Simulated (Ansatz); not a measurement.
The cell is built from the rocksalt type as a first guess.

An input for TePb and the output that it gave: DFT, PBE, PAW with Ansatz's default frozen-core files, scalar-relativistic (Ansatz 0.2.0).

```yaml
crystal:
  lattice:
    - [0.0, 3.085379018, 3.085379018]
    - [3.085379018, 0.0, 3.085379018]
    - [3.085379018, 3.085379018, 0.0]
  atoms:
    - { symbol: Pb, position: [0.0, 0.0, 0.0] }
    - { symbol: Te, position: [0.5, 0.5, 0.5] }
kpoints:
  mp_grid: { grid: [9, 9, 9] }
scf:
  occupations: { method: fermi_dirac, width: 0.03 }
hamiltonian:
  xc: pbe
  pseudopotentials: { kind: paw }
output:
  forces: true
  stress: true
relax:
  f_tol: 0.005
  max_steps: 80
  cell: {}
```

What the program printed:

```
Engine: ansatz 0.2.0
Pseudopotentials: kind: paw
Pseudopotential: Pb, paw, valence charge 14, recommended cutoff 420 eV (normal)
Pseudopotential: Te, paw, valence charge 16, recommended cutoff 420 eV (normal)
Functional definition: PBE
  parameter kappa = 0.804
  parameter beta = 0.06672455060314922
  exchange = pbe_x(kappa = kappa, mu = beta*pi^2/3)
  correlation = pbe_c(beta = beta)
Crystal: 2 atoms, lattice volume = 58.743 Å³
Basis set: ecut = 420 eV, 1139 PW (Γ), exchange–correlation on 60×60×60 points (8 copies of the dense FFT grid, shifted against one another)
Bands: 19, of which v1, the nominal top of the filled ones, is band 15 counted from 1 (14 counted from 0)
Symmetry: 48 space group operations
Space group: Fm-3m (ITA 225), of the structure as read, at distance tolerance 3.9e-5 Å
k-points: 35 of 729
Non-local potential: Pb, projectors of the file, l = 0: 2, l = 1: 2, l = 2: 2, l = 3: 2
Non-local potential: Te, projectors of the file, l = 0: 2, l = 1: 2, l = 2: 2, l = 3: 2
PAW form: soft (Blöchl's): semilocal exchange-correlation on the pseudo side does not see the compensation charge
PAW one-centre angular grid: Pb, 590 points (default); XC on 64 Gauss nodes
PAW one-centre angular grid: Te, 590 points (default); XC on 64 Gauss nodes
Initial density: superposition of atomic densities (neutral atoms: chi_scale 0, normalization atom), corrected by the library's trained network
Initial wavefunctions: pseudopotential atomic-orbital guess
Functional: x = pbe(κ = 0.804, μ = 0.2195149727645171), c = pbe(β = 0.06672455060314922)
SCF iter   1: F=—  HF=-18886.836271 eV  |F-HF|=—  |Δ(HF+E_count)|=         —  Δρ=6.14e-4  dr2=1.22e-4  ethr=1.77e-3  ⟨swp⟩=6.7  Hψ=3573  notcnv=0
preconditioner: auto → none  [insulator: Δε(μ)=0.644 eV  Ē_g=15.193 eV  σ=0.030 eV  W_gap=1.00  n_scr=14 (ndim 8)  ℏωp=21.7 eV  f_vac=0.003  D(μ)=0.00/eV (n_scr^D=0)  ε∞_Penn≈3.0]
SCF iter   2: F=—  HF=-18886.834628 eV  |F-HF|=—  |Δ(HF+E_count)|=   1.64e-3  Δρ=5.41e-4  dr2=1.14e-4  ethr=4.07e-7  ⟨swp⟩=3.0  Hψ=1784  notcnv=0
SCF iter   3: F=—  HF=-18886.834606 eV  |F-HF|=—  |Δ(HF+E_count)|=   2.16e-5  Δρ=3.28e-4  dr2=3.30e-5  ethr=3.79e-7  ⟨swp⟩=2.0  Hψ=1190  notcnv=0
SCF iter   4: F=—  HF=-18886.834633 eV  |F-HF|=—  |Δ(HF+E_count)|=   2.67e-5  Δρ=1.05e-4  dr2=2.94e-6  ethr=1.10e-7  ⟨swp⟩=2.0  Hψ=1190  notcnv=0
SCF iter   5: F=—  HF=-18886.834646 eV  |F-HF|=—  |Δ(HF+E_count)|=   1.26e-5  Δρ=8.91e-5  dr2=3.89e-6  ethr=9.78e-9  ⟨swp⟩=2.0  Hψ=1190  notcnv=0
SCF iter   6: F=—  HF=-18886.834643 eV  |F-HF|=—  |Δ(HF+E_count)|=   2.50e-6  Δρ=3.82e-5  dr2=6.59e-7  ethr=9.78e-9  ⟨swp⟩=2.0  Hψ=1133  notcnv=0
SCF iter   7: F=-18886.834643 eV  HF=-18886.834643 eV  |F-HF|=2.03e-8  |Δ(HF+E_count)|=   5.05e-7  Δρ=5.94e-6  dr2=1.45e-8  ethr=3.33e-10  ⟨swp⟩=3.3  Hψ=2871  notcnv=0
SCF 1 converged in 7 iterations: F = -18886.834643 eV  dr2 = 1.45e-8
  greatest PAW one-centre occupation: 0.998 electrons in one spin orbital (limit 2), on the Te atom at site 1 (counted from 0), in its partial waves of l = 2
relax step   1: F+E_penalty+E_count = -18886.83464268 eV  Δ(F+E_penalty+E_count) = +0.000e0 eV  max|allowed force component| = 2.538e-29 eV/Å  Δτ_max = 0.0000 Å  P = +11.039 GPa  Ω = 58.743 Å³  (7 SCF iters, dr2 threshold 1.00e-7 eV, accepted)
Crystal: 2 atoms, lattice volume = 67.760 Å³
Basis set: ecut = 420 eV, 1363 PW (Γ), exchange–correlation on 60×60×60 points (8 copies of the dense FFT grid, shifted against one another)
Initial density: handed on by an earlier stage of this run
Initial wavefunctions: those handed on with the density
iter 1 solved again at ethr=1.77e-5 eV; its pass at ethr=3.10e-3 eV (dr2=5.30e-3 eV) is discarded
SCF iter   1: F=—  HF=-18887.165932 eV  |F-HF|=—  |Δ(HF+E_count)|=         —  Δρ=2.38e-3  dr2=5.03e-3  ethr=1.77e-5  ⟨swp⟩=1.9  Hψ=4930  notcnv=0
preconditioner: auto → none  [insulator: Δε(μ)=0.925 eV  Ē_g=14.711 eV  σ=0.030 eV  W_gap=1.00  n_scr=14 (ndim 8)  ℏωp=20.2 eV  f_vac=0.026  D(μ)=0.00/eV (n_scr^D=0)  ε∞_Penn≈2.9]
SCF iter   2: F=—  HF=-18887.166839 eV  |F-HF|=—  |Δ(HF+E_count)|=   9.07e-4  Δρ=1.16e-3  dr2=1.17e-3  ethr=1.68e-5  ⟨swp⟩=2.0  Hψ=813  notcnv=0
SCF iter   3: F=—  HF=-18887.167482 eV  |F-HF|=—  |Δ(HF+E_count)|=   6.43e-4  Δρ=4.86e-4  dr2=3.16e-4  ethr=3.88e-6  ⟨swp⟩=3.0  Hψ=1263  notcnv=0
SCF iter   4: F=—  HF=-18887.167407 eV  |F-HF|=—  |Δ(HF+E_count)|=   7.56e-5  Δρ=9.16e-5  dr2=3.96e-6  ethr=1.05e-6  ⟨swp⟩=2.6  Hψ=1062  notcnv=0
SCF iter   5: F=—  HF=-18887.167406 eV  |F-HF|=—  |Δ(HF+E_count)|=   3.75e-7  Δρ=2.10e-5  dr2=1.85e-7  ethr=6.67e-10  ⟨swp⟩=3.9  Hψ=2777  notcnv=0
SCF iter   6: F=-18887.167406 eV  HF=-18887.167406 eV  |F-HF|=2.08e-9  |Δ(HF+E_count)|=   1.82e-7  Δρ=2.24e-6  dr2=2.72e-9  ethr=6.18e-10  ⟨swp⟩=2.9  Hψ=2521  notcnv=0
SCF 2 converged in 6 iterations: F = -18887.167406 eV  dr2 = 2.72e-9
relax step   2: F+E_penalty+E_count = -18887.16740638 eV  Δ(F+E_penalty+E_count) = -3.328e-1 eV  max|allowed force component| = 1.242e-29 eV/Å  Δτ_max = 0.0000 Å  P = +1.920 GPa  Ω = 67.760 Å³  energy of the carried Pulay correction = -1.360e-3 eV  (6 SCF iters, dr2 threshold 2.00e-7 eV, accepted)
Crystal: 2 atoms, lattice volume = 70.020 Å³
iter 1 solved again at ethr=9.32e-7 eV; its pass at ethr=3.10e-3 eV (dr2=2.80e-4 eV) is discarded
SCF iter   1: F=—  HF=-18887.183712 eV  |F-HF|=—  |Δ(HF+E_count)|=         —  Δρ=4.89e-4  dr2=2.34e-4  ethr=9.32e-7  ⟨swp⟩=2.9  Hψ=4875  notcnv=0
preconditioner: auto → none  [insulator: Δε(μ)=0.969 eV  Ē_g=14.615 eV  σ=0.030 eV  W_gap=1.00  n_scr=14 (ndim 8)  ℏωp=19.8 eV  f_vac=0.019  D(μ)=0.00/eV (n_scr^D=0)  ε∞_Penn≈2.8]
SCF iter   2: F=—  HF=-18887.183731 eV  |F-HF|=—  |Δ(HF+E_count)|=   1.92e-5  Δρ=2.35e-4  dr2=5.18e-5  ethr=7.79e-7  ⟨swp⟩=1.8  Hψ=702  notcnv=0
SCF iter   3: F=—  HF=-18887.183753 eV  |F-HF|=—  |Δ(HF+E_count)|=   2.25e-5  Δρ=1.04e-4  dr2=1.56e-5  ethr=1.73e-7  ⟨swp⟩=3.0  Hψ=1190  notcnv=0
SCF iter   4: F=-18887.183750 eV  HF=-18887.183750 eV  |F-HF|=8.87e-8  |Δ(HF+E_count)|=   3.50e-6  Δρ=1.89e-5  dr2=1.77e-7  ethr=6.67e-10  ⟨swp⟩=4.1  Hψ=3008  notcnv=0
SCF 3 converged in 4 iterations: F = -18887.183750 eV  dr2 = 1.77e-7
relax step   3: F+E_penalty+E_count = -18887.18374973 eV  Δ(F+E_penalty+E_count) = -1.634e-2 eV  max|allowed force component| = 8.086e-30 eV/Å  Δτ_max = 0.0000 Å  P = +0.479 GPa  Ω = 70.020 Å³  energy of the carried Pulay correction = -1.661e-3 eV  (4 SCF iters, dr2 threshold 2.00e-7 eV, accepted)
Crystal: 2 atoms, lattice volume = 70.806 Å³
Basis set: ecut = 420 eV, 1411 PW (Γ), exchange–correlation on 60×60×60 points (8 copies of the dense FFT grid, shifted against one another)
iter 1 solved again at ethr=2.03e-7 eV; its pass at ethr=3.10e-3 eV (dr2=6.10e-5 eV) is discarded
SCF iter   1: F=—  HF=-18887.184895 eV  |F-HF|=—  |Δ(HF+E_count)|=         —  Δρ=1.65e-4  dr2=2.61e-5  ethr=2.03e-7  ⟨swp⟩=3.1  Hψ=4447  notcnv=0
preconditioner: auto → none  [insulator: Δε(μ)=0.984 eV  Ē_g=14.584 eV  σ=0.030 eV  W_gap=1.00  n_scr=14 (ndim 8)  ℏωp=19.7 eV  f_vac=0.019  D(μ)=0.00/eV (n_scr^D=0)  ε∞_Penn≈2.8]
SCF iter   2: F=—  HF=-18887.184897 eV  |F-HF|=—  |Δ(HF+E_count)|=   1.78e-6  Δρ=8.08e-5  dr2=6.09e-6  ethr=8.70e-8  ⟨swp⟩=1.9  Hψ=699  notcnv=0
SCF iter   3: F=—  HF=-18887.184900 eV  |F-HF|=—  |Δ(HF+E_count)|=   3.35e-6  Δρ=3.61e-5  dr2=1.91e-6  ethr=2.03e-8  ⟨swp⟩=3.0  Hψ=1189  notcnv=0
SCF iter   4: F=-18887.184900 eV  HF=-18887.184900 eV  |F-HF|=1.01e-8  |Δ(HF+E_count)|=   4.39e-7  Δρ=6.77e-6  dr2=2.31e-8  ethr=6.67e-10  ⟨swp⟩=3.7  Hψ=2718  notcnv=0
SCF 4 converged in 4 iterations: F = -18887.184900 eV  dr2 = 2.31e-8
relax step   4: F+E_penalty+E_count = -18887.18489991 eV  Δ(F+E_penalty+E_count) = -1.150e-3 eV  max|allowed force component| = 9.992e-30 eV/Å  Δτ_max = 0.0000 Å  P = +0.034 GPa  Ω = 70.806 Å³  energy of the carried Pulay correction = -1.762e-3 eV  (4 SCF iters, dr2 threshold 2.00e-7 eV, accepted)
Basis set: ecut = 420 eV, 1411 PW (Γ), exchange–correlation on 64×64×64 points (8 copies of the dense FFT grid, shifted against one another)
Initial wavefunctions: pseudopotential atomic-orbital guess (no wavefunctions were taken with the density)
iter 1 solved again at ethr=1.99e-7 eV; its pass at ethr=3.10e-3 eV (dr2=5.97e-5 eV) is discarded
SCF iter   1: F=—  HF=-18887.185317 eV  |F-HF|=—  |Δ(HF+E_count)|=         —  Δρ=3.58e-4  dr2=5.33e-6  ethr=1.99e-7  ⟨swp⟩=3.8  Hψ=5331  notcnv=0
preconditioner: auto → none  [insulator: Δε(μ)=0.983 eV  Ē_g=14.585 eV  σ=0.030 eV  W_gap=1.00  n_scr=14 (ndim 8)  ℏωp=19.7 eV  f_vac=0.018  D(μ)=0.00/eV (n_scr^D=0)  ε∞_Penn≈2.8]
SCF iter   2: F=—  HF=-18887.186137 eV  |F-HF|=—  |Δ(HF+E_count)|=   8.20e-4  Δρ=1.76e-4  dr2=1.06e-6  ethr=1.78e-8  ⟨swp⟩=2.1  Hψ=1047  notcnv=0
SCF iter   3: F=—  HF=-18887.186401 eV  |F-HF|=—  |Δ(HF+E_count)|=   2.64e-4  Δρ=3.07e-5  dr2=1.12e-7  ethr=3.52e-9  ⟨swp⟩=2.9  Hψ=1187  notcnv=0
SCF iter   4: F=—  HF=-18887.186409 eV  |F-HF|=—  |Δ(HF+E_count)|=   7.33e-6  Δρ=7.29e-6  dr2=1.95e-8  ethr=3.74e-10  ⟨swp⟩=2.0  Hψ=1015  notcnv=0
SCF iter   5: F=—  HF=-18887.186409 eV  |F-HF|=—  |Δ(HF+E_count)|=   3.55e-7  Δρ=1.18e-6  dr2=3.19e-10  ethr=6.51e-11  ⟨swp⟩=2.0  Hψ=830  notcnv=0
SCF iter   6: F=-18887.186409 eV  HF=-18887.186409 eV  |F-HF|=2.91e-11  |Δ(HF+E_count)|=   5.84e-9  Δρ=1.58e-7  dr2=1.10e-11  ethr=1.00e-12  ⟨swp⟩=5.0  Hψ=3564  notcnv=0
SCF 5 converged in 6 iterations: F = -18887.186409 eV  dr2 = 1.10e-11
relax step   5: F+E_penalty+E_count = -18887.18640907 eV  Δ(F+E_penalty+E_count) = -1.509e-3 eV  max|allowed force component| = 7.527e-30 eV/Å  Δτ_max = 0.0000 Å  P = +0.036 GPa  Ω = 70.806 Å³  stress off target by 3.57e-2 GPa  SCF on the basis re-selected at this cell (its energy is not comparable with the rows above)  (6 SCF iters)
basis re-selected at this cell: Δ(F+E_penalty+E_count) = -1.509e-3 eV, ΔP = +0.002 GPa vs the last step (what re-selecting the basis moved, of the pressure what is left beyond the Pulay correction that the steps carried, after the strain that the cell walked since its last selection, with what the two solves' SCF thresholds leave and, on support functions, any second-order correction that the steps lacked; it is no measure of the basis error at this ecutwfc). The dense FFT grid was sized anew with the basis: this SCF ran on 32×32×32 points, the steps before it on 30×30×30, so part of this shift can come from that change (see relax.cell in the input reference). This SCF's stress stands 3.57e-2 GPa from its target on what of the cell is left free (relax.cell.stress_tol is 5.00e-2 GPa) and its largest allowed force component is 7.53e-30 eV/Å (relax.f_tol is 5.00e-3 eV/Å): within both
SCF converged after 6 iterations
Free energy (F): -18887.186409 eV
Harris-Foulkes:  -18887.186409 eV  (|F-HF|=2.91e-11)
Internal energy: -18887.186409 eV  (E = F + TS)
E sigma→0 (E₀):  -18887.186409 eV
Fermi energy:    8.376842 eV
--- Per-component energies (eV) ---
  E_band       = -334.613057
  E_kinetic    = 467.059764
  E_local      = -2457.724811  (includes V_loc(G=0)·N_el)
  E_nonlocal   = 39.734976
  E_hartree    = 1282.389553
  E_xc         = -344.970516
  E_vxc        = -236.299098  (∫ρ·V_xc dr)
  E_paw        = -15066.432264  (= ΣΔE_a)
  E_vpaw       = -712.162938  (= ΣTr[D̂ρ^β])
  E_aug_tail   = -0.000157  (compensation charges beyond the density's cutoff)
  E_ewald      = -2807.242954
  E_smearing   = -0.000000  (= −TS)
  E_closure    = 0.000000  (closes the sum)
  Σ components = -18887.186409   (vs F -18887.186409, Δ=0.00e0)
--- Forces (eV/Å), atoms counted from 1 ---
  atom   1  Pb    -0.00000000     0.00000000     0.00000000
  atom   2  Te     0.00000000    -0.00000000    -0.00000000
  max |Σ_I F_I| component: 1.23e-29 eV/Å
--- Stress (GPa, compression-positive) ---
        0.035681      -0.000000      -0.000000
       -0.000000       0.035681       0.000000
        0.000000       0.000000       0.035681
  P = ⅓ Tr σ = 0.0357 GPa (0.357 kbar)
--- Relaxed structure (4 steps of the walk, 4 accepted, 1 SCFs on fresh bases) ---
  F+E_penalty+E_count = -18887.18640907 eV   max|allowed force component| = 7.527e-30 eV/Å   (the final SCF, on the basis selected at the relaxed cell)
  cell:  # Å, volume = 70.8059 Å³
    - [-1.3247967285528534e-33, 3.283571094855224, 3.283571094855224]
    - [3.283571094855224, -2.8024546180925746e-33, 3.283571094855224]
    - [3.283571094855224, 3.283571094855224, -7.6430580493433856e-34]
  atoms:
    - { symbol: Pb, position: [2.600882437719121e-35, -1.8206177064037297e-35, -2.860970681491958e-35] }
    - { symbol: Te, position: [0.5, 0.5, 0.5] }
```
